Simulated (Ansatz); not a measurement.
input.yaml (Ansatz)

```yaml
crystal:
  lattice:
    - [-4.0474282468, 4.0466840457, 2.1883373505]
    - [4.0466840457, -4.0474282468, 2.1883373505]
    - [4.0479996694, 4.0479996694, -2.1897003561]
  atoms:
    - { symbol: Ba, position: [0.9999833809, 1.66191e-05, 1.0] }
    - { symbol: Ba, position: [0.7500166191, 0.2499833809, 0.5] }
hamiltonian:
  xc: rpbe
  pseudopotentials:
    kind: paw
    azcp:
      Ba: "pseudopotentials/Ba.paw.azcp"
basis:
  ecutwfc: 420
  fft_grid_basis: typed
kpoints:
  mp_grid: { grid: [10, 10, 7], shift: [0, 0, 0] }
magnetization:
  spin_polarized: false
scf:
  occupations: { method: fermi_dirac, width: 0.1 }
  lower_state_search: "off"
output:
  stress: true
```

Output

```
Engine: ansatz 0.2.0, aarch64-unknown-linux-gnu
Pseudopotentials: kind: paw
Pseudopotential: Ba, paw, valence charge 10, recommended cutoff 420 eV (normal) 
Functional definition: RPBE
  parameter kappa = 0.804
  parameter beta = 0.06672455060314922
  exchange = rpbe_x(kappa = kappa, mu = beta*pi^2/3)
  correlation = pbe_c(beta = beta)
Crystal: 2 atoms, lattice volume = 143.388 Å³
Basis set: ecut = 420 eV, 2795 PW (Γ)
Bands: 14, of which v1, the nominal top of the filled ones, is band 10 counted from 1 (9 counted from 0)
Symmetry: 4 space group operations
Space group: C2/c (ITA 15), of the structure as read, at distance tolerance 5.2e-5 Å
k-points: 196 of 700
Non-local potential: Ba, projectors of the file, l = 0: 3, l = 1: 2, l = 2: 2, l = 3: 2
PAW form: soft (Blöchl's): semilocal exchange-correlation on the pseudo side does not see the compensation charge
PAW frozen core: Ba, regenerated for the run's functional, and the local potential with it (the file was generated under x = pbe(κ = 0.804, μ = 0.2195149727645171), c = pbe(β = 0.06672455060314922))
PAW one-centre angular grid: Ba, 194 points (default); XC on 64 Gauss nodes
Initial density: superposition of atomic densities (neutral atoms: chi_scale 0, normalization atom), corrected by the library's trained network
Initial wavefunctions: pseudopotential atomic-orbital guess
Functional: x = rpbe, c = pbe(β = 0.06672455060314922)
SCF iter   1: F=—  HF=-11918.055888 eV  |F-HF|=—  |Δ(HF+E_count)|=         —  Δρ=2.01e-3  dr2=1.21e-2  ethr=1.77e-3  ⟨swp⟩=6.5  Hψ=18364  notcnv=0
SCF iter   2: F=—  HF=-11918.057080 eV  |F-HF|=—  |Δ(HF+E_count)|=   1.19e-3  Δρ=1.39e-3  dr2=6.51e-3  ethr=6.07e-5  ⟨swp⟩=1.7  Hψ=5156  notcnv=0
SCF iter   3: F=—  HF=-11918.057721 eV  |F-HF|=—  |Δ(HF+E_count)|=   6.40e-4  Δρ=3.82e-4  dr2=5.39e-4  ethr=3.25e-5  ⟨swp⟩=2.1  Hψ=3993  notcnv=0
SCF iter   4: F=—  HF=-11918.057734 eV  |F-HF|=—  |Δ(HF+E_count)|=   1.37e-5  Δρ=1.34e-4  dr2=3.65e-5  ethr=2.69e-6  ⟨swp⟩=1.7  Hψ=3835  notcnv=0
SCF iter   5: F=—  HF=-11918.057744 eV  |F-HF|=—  |Δ(HF+E_count)|=   1.00e-5  Δρ=2.71e-5  dr2=7.88e-7  ethr=1.83e-7  ⟨swp⟩=3.0  Hψ=5147  notcnv=0
SCF iter   6: F=-11918.057745 eV  HF=-11918.057745 eV  |F-HF|=2.99e-8  |Δ(HF+E_count)|=   6.38e-7  Δρ=7.08e-6  dr2=6.71e-8  ethr=5.00e-10  ⟨swp⟩=5.1  Hψ=11958  notcnv=0
SCF 1 converged in 6 iterations: F = -11918.057745 eV  dr2 = 6.71e-8
SCF converged after 6 iterations
Free energy (F): -11918.057745 eV
Harris-Foulkes:  -11918.057745 eV  (|F-HF|=2.99e-8)
Internal energy: -11917.954832 eV  (E = F + TS)
E sigma→0 (E₀):  -11918.006289 eV
Entropy (-TS):   -0.102913 eV (-51.456 meV/atom)
Fermi energy:    4.967148 eV
--- Per-component energies (eV) ---
  E_band       = -193.170902
  E_kinetic    = 331.826880
  E_local      = -835.669253  (includes V_loc(G=0)·N_el)
  E_nonlocal   = 112.608933
  E_hartree    = 267.139270
  E_xc         = -333.256579
  E_vxc        = -266.129738  (∫ρ·V_xc dr)
  E_paw        = -10469.777103  (= ΣΔE_a)
  E_vpaw       = -70.088333  (= ΣTr[D̂ρ^β])
  E_aug_tail   = -0.000003  (compensation charges beyond the density's cutoff)
  E_ewald      = -990.727082
  E_core_change = -0.099895  (= ΣΔE_core)
  E_smearing   = -0.102913  (= −TS)
  E_closure    = 0.000000  (closes the sum)
  Σ components = -11918.057745   (vs F -11918.057745, Δ=0.00e0)
--- Stress (GPa, compression-positive) ---
       -0.414180       0.000607      -0.001496
        0.000607      -0.414180      -0.001496
       -0.001496      -0.001496      -0.463439
  P = ⅓ Tr σ = -0.4306 GPa (-4.306 kbar)
```
